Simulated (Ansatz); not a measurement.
AlGa$_{3}$N$_{4}$: do energies and stresses tell the same story?

Theory: Ansatz, DFT PBEsol, scalar-relativistic, plane waves, PAW.

Settings: cutoff 420 eV, Γ-centred mesh 6×8×6 on the computed 8-atom cell, Gaussian smearing of 0.02 eV; no spin polarisation.

Relaxed cell: Pm, a = 5.142 Å, b = 3.165 Å, c = 5.478 Å, α = 90.00°, β = 90.04°, γ = 90.00°, 8 atoms in the primitive cell. Whether it is the stable form of this composition wasn't checked.

Energies at zero smearing and pressures from the stress tensor, at volumes with shape and atoms relaxed:
```csv
V (Å³/atom),E − E(first) (meV/atom),P (GPa)
9.808,0.00,32.12
10.143,-56.28,22.09
10.477,-93.22,13.54
10.811,-113.65,6.23
11.146,-119.99,-0.01
11.480,-114.26,-5.34
11.814,-98.24,-9.88
12.260,-63.50,-14.92
```

Check P = −dE/dV between neighbouring volumes, and get the bulk modulus from the pressures alone.

With 1 eV/Å³ = 160.2 GPa:
```json
{"middle V (Å³/atom)": "9.975", "−ΔE/ΔV (GPa)": "26.966", "mean P (GPa)": "27.106"}
{"middle V (Å³/atom)": "10.310", "−ΔE/ΔV (GPa)": "17.704", "mean P (GPa)": "17.813"}
{"middle V (Å³/atom)": "10.644", "−ΔE/ΔV (GPa)": "9.789", "mean P (GPa)": "9.884"}
{"middle V (Å³/atom)": "10.978", "−ΔE/ΔV (GPa)": "3.036", "mean P (GPa)": "3.112"}
{"middle V (Å³/atom)": "11.313", "−ΔE/ΔV (GPa)": "-2.745", "mean P (GPa)": "-2.672"}
{"middle V (Å³/atom)": "11.647", "−ΔE/ΔV (GPa)": "-7.678", "mean P (GPa)": "-7.609"}
{"middle V (Å³/atom)": "12.037", "−ΔE/ΔV (GPa)": "-12.484", "mean P (GPa)": "-12.401"}
```

The two differ by 0.14 GPa at most. The mean of two end pressures misses the average over a step by about ΔV² P″/12, up to 0.13 GPa here; with that taken off 0.01 GPa remains. Around V = 11.146 Å³/atom, the two neighbours give B = −V ΔP/ΔV = 11.146 × 11.57 / 0.669 = 192.8 GPa, against B0 = 191.8 GPa from the Birch–Murnaghan fit of the energies.

Energies and stresses do tell the same story: both place the minimum at the same volume and give nearly the same bulk modulus. The mean pressure lies above the energy slope in every interval, as expected for a convex P(V) curve, and the gap widens again in the last interval because the volume step there is larger. An incomplete plane-wave basis would instead tend to add a nearly uniform offset, so the small remainder suggests that Pulay stress is minor here.

The convexity itself is physical. Compression raises the short-range repulsion between the ion cores and their closed shells steeply, while expansion weakens the bonds and softens the crystal. The large bulk modulus fits the short, strongly polar covalent metal–nitrogen bonds known from AlN and GaN. Agreement between energy and stress shows internal consistency, not accuracy of the functional, whose error would enter both alike. As only volume was varied, the comparison doesn't test the shear response or the elastic anisotropy.
